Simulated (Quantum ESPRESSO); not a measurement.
**PbF2 (Fluorocronite): a worked LO-TO splitting**

Aim: work out the LO frequency and the static dielectric constant of PbF2 (Fluorocronite) from one linear-response run, then check them.

Calculated with Quantum ESPRESSO 7.5; DFT LDA, scalar-relativistic, plane waves, PseudoDojo norm-conserving pseudopotentials.

The database entry behind the starting cell differs from later determinations by our own check (0.1 to 0.3 % short, probably kX units), so it need not match the best structure at ambient conditions.

### Step 1. Set-up

It takes space group Fm-3m (No. 225, cubic). Conventional cell: a = 5.811 Å, b = 5.811 Å, c = 5.811 Å, α = 90.00°, β = 90.00°, γ = 90.00°. Nearest to Pb lie 8 F at 2.52 Å. Nearest to F lie 4 Pb at 2.52 Å. Farther neighbours and most contacts between anions are not listed.

This is the cell after its relaxation at this level of theory, not the database cell from which that began.

### Step 2. What the response run gave

A linear-response run on the relaxed cell, with the response to an electric field; only its zone-centre results are used. Cutoff 84 Ry, k mesh 6×6×6.

Output:

```text
[banners, grids, parts of the stress and lines that vanish by symmetry left out]
Program PHONON v.7.5
     Reading xml data from directory:

[...]
Exchange-correlation= PW
                           (   1   4   0   0   0   0   0)
[...]
kinetic-energy cut-off    =      84.0000  Ry
     charge density cut-off    =     336.0000  Ry
     convergence threshold     =      1.0E-18
[...]
Exchange-correlation= PW
                           (   1   4   0   0   0   0   0)
[...]
q = (   0.0000000   0.0000000   0.0000000 )
     49 Sym.Ops. (with q -> -q+G )
     G cutoff =  513.1657  (  34333 G-vectors)     FFT grid: ( 45, 45, 45)
     number of k points=    16
[...]
Mode symmetry, O_h (m-3m)  point group:
[...]
Dielectric constant
[...]
End of electric fields calculation
          Dielectric constant in cartesian axis
          (       3.444115419      -0.000000000       0.000000000 )
          (       0.000000000       3.444115419       0.000000000 )
          (       0.000000000       0.000000000       3.444115419 )
          Effective charges (d Force / dE) in cartesian axis without acoustic sum rule applied (asr)
           atom    1  Pb    Mean Z*:        3.22691
      Ex  (        3.22691       -0.00000        0.00000 )
      Ey  (       -0.00000        3.22691       -0.00000 )
      Ez  (        0.00000       -0.00000        3.22691 )
           atom    2  F     Mean Z*:       -1.61296
      Ex  (       -1.61296        0.00000        0.00000 )
      Ey  (        0.00000       -1.61296       -0.00000 )
      Ez  (       -0.00000       -0.00000       -1.61296 )
           atom    3  F     Mean Z*:       -1.61296
      Ex  (       -1.61296        0.00000       -0.00000 )
      Ey  (       -0.00000       -1.61296        0.00000 )
      Ez  (       -0.00000       -0.00000       -1.61296 )
          Effective charges Sum: Mean:        0.00100
[...]
Effective charges (d Force / dE) in cartesian axis with asr applied:
           atom    1  Pb    Mean Z*:        3.22658
[...]
atom    2  F     Mean Z*:       -1.61329
[...]
atom    3  F     Mean Z*:       -1.61329
[...]
Representation #   1 modes #   1   2   3
[...]
End of self-consistent calculation
     Convergence has been achieved
     Representation #   2 modes #   4   5   6
[...]
End of self-consistent calculation
     Convergence has been achieved
     Representation #   3 modes #   7   8   9
[...]
End of self-consistent calculation
     Convergence has been achieved
[...]
Dielectric constant in cartesian axis
          (       3.444115419      -0.000000000       0.000000000 )
          (       0.000000000       3.444115419       0.000000000 )
          (       0.000000000       0.000000000       3.444115419 )
          Effective charges (d Force / dE) in cartesian axis without acoustic sum rule applied (asr)
           atom    1  Pb    Mean Z*:        3.22691
      Ex  (        3.22691       -0.00000        0.00000 )
      Ey  (       -0.00000        3.22691       -0.00000 )
      Ez  (        0.00000       -0.00000        3.22691 )
           atom    2  F     Mean Z*:       -1.61296
      Ex  (       -1.61296        0.00000        0.00000 )
      Ey  (        0.00000       -1.61296       -0.00000 )
      Ez  (       -0.00000       -0.00000       -1.61296 )
           atom    3  F     Mean Z*:       -1.61296
      Ex  (       -1.61296        0.00000       -0.00000 )
      Ey  (       -0.00000       -1.61296        0.00000 )
      Ez  (       -0.00000       -0.00000       -1.61296 )
          Effective charges Sum: Mean:        0.00100
[...]
Effective charges (d Force / dE) in cartesian axis with asr applied:
           atom    1  Pb    Mean Z*:        3.22658
[...]
atom    2  F     Mean Z*:       -1.61329
[...]
atom    3  F     Mean Z*:       -1.61329
[...]
q = (    0.000000000   0.000000000   0.000000000 )
[...]
freq (    1) =      -0.032574 [THz] =      -1.086557 [cm-1]
     freq (    2) =      -0.032574 [THz] =      -1.086557 [cm-1]
     freq (    3) =      -0.032574 [THz] =      -1.086557 [cm-1]
     freq (    4) =       3.934377 [THz] =     131.236689 [cm-1]
     freq (    5) =       3.934377 [THz] =     131.236689 [cm-1]
     freq (    6) =       3.934377 [THz] =     131.236689 [cm-1]
     freq (    7) =       7.847862 [THz] =     261.776489 [cm-1]
     freq (    8) =       7.847862 [THz] =     261.776489 [cm-1]
     freq (    9) =       7.847862 [THz] =     261.776489 [cm-1]
[...]
Mode symmetry, O_h (m-3m)  point group:
     freq (   1-   3) =         -1.1  [cm-1]   --> T_1u G_15  G_4- I
     freq (   4-   6) =        131.2  [cm-1]   --> T_1u G_15  G_4- I
     freq (   7-   9) =        261.8  [cm-1]   --> T_2g G_25' G_5+ R

   JOB DONE.
```

```tsv
quantity	value
cell volume Ω (Å³)	49.058
mass of Pb (u)	207.200
mass of F (u)	18.998
Born charge of Pb, raw (e)	3.227
Born charge of F, raw (e)	-1.613
ε∞	3.444
ω(TO) after the sum rule (cm⁻¹)	131.3
```

### Step 3. The calculation

The charges must sum to zero over the cell; taking off their mean, 0.000 e, leaves Z* = 3.227 e on Pb. In the polar mode Pb moves against the two F, so the reduced mass is μ = 207.20 × 38.00 / 245.20 = 32.109 u.

A longitudinal wave builds up a field that adds to the restoring force: ω(LO)² = ω(TO)² + 4π Z*² / (μ Ω ε∞), in Hartree atomic units. With μ = 58530 electron masses and Ω = 331.06 bohr³ the second term is 1.9604e-06 Ha², or 94430 cm⁻² (1 Ha = 219474.6 cm⁻¹).

So ω(LO) = √(17234 + 94430) = 334.2 cm⁻¹, and by the Lyddane-Sachs-Teller relation ε₀ = ε∞ (ω(LO)/ω(TO))² = 22.31.

### Step 4. Check against the program

The analysis program adds the same non-analytic term to the full matrix, here for q along (1 0 0).

Output:

```text
[banners, grids, parts of the stress and lines that vanish by symmetry left out]
[banner, memory and clock lines left out]
Program DYNMAT v.7.5

     Reading Dynamical Matrix from file g.dyn
     ...Force constants read
     ...epsilon and Z* read

     Polarizability (A^3 units)
     multiply by 0.551054 for Clausius-Mossotti correction
         9.541516    0.000000    0.000000
        -0.000000    9.541516    0.000000
         0.000000    0.000000    9.541516

     IR activities are in (D/A)^2/amu units

# mode   [cm-1]    [THz]      IR
    1     -0.00   -0.0000    0.0000
    2      0.00    0.0000    0.0000
[...]
8    261.80    7.8487    0.0000
    9    334.16   10.0179    7.4805

[end of the log left out, with the tail of the file of modes that dynmat.x writes under the same name]
```

ε₀ comes from the program's run without a direction of q.

```tsv
quantity	by hand	program
ω(LO) (cm⁻¹)	334.2	334.2
ε₀	22.31	22.31
```

### Step 5. Outcome

```json
{
 "TO mode": "131.3 cm⁻¹",
 "LO mode": "334.2 cm⁻¹",
 "static dielectric constant": "22.31"
}
```

In words: The LO mode of PbF2 (Fluorocronite) lies at 334 cm⁻¹, 203 cm⁻¹ above the TO mode; the formula meets the program within 0.1 cm⁻¹, as it must for a cubic crystal with one polar mode. ω(LO)² − ω(TO)² goes with Z*²/ε∞: an error of 5 % in ε∞ would move the LO mode by 6.8 cm⁻¹, and semilocal functionals tend to overestimate ε∞. These are harmonic values at zero temperature, at the volume of this functional, for the structure held cubic; stability elsewhere in the zone is no part of this calculation.

[Host names and launcher messages were left out of these logs when they were recorded.]

[Logs are printed without paths, hosts, clocks, repeated set-up lines and the standing remarks that a program may print on its own settings, such as how far it seeks lower states.]

[Hosts, paths, dates, database ids (printed as entryN), source tags and the programs' standing remarks are cut or masked in the printed files.]
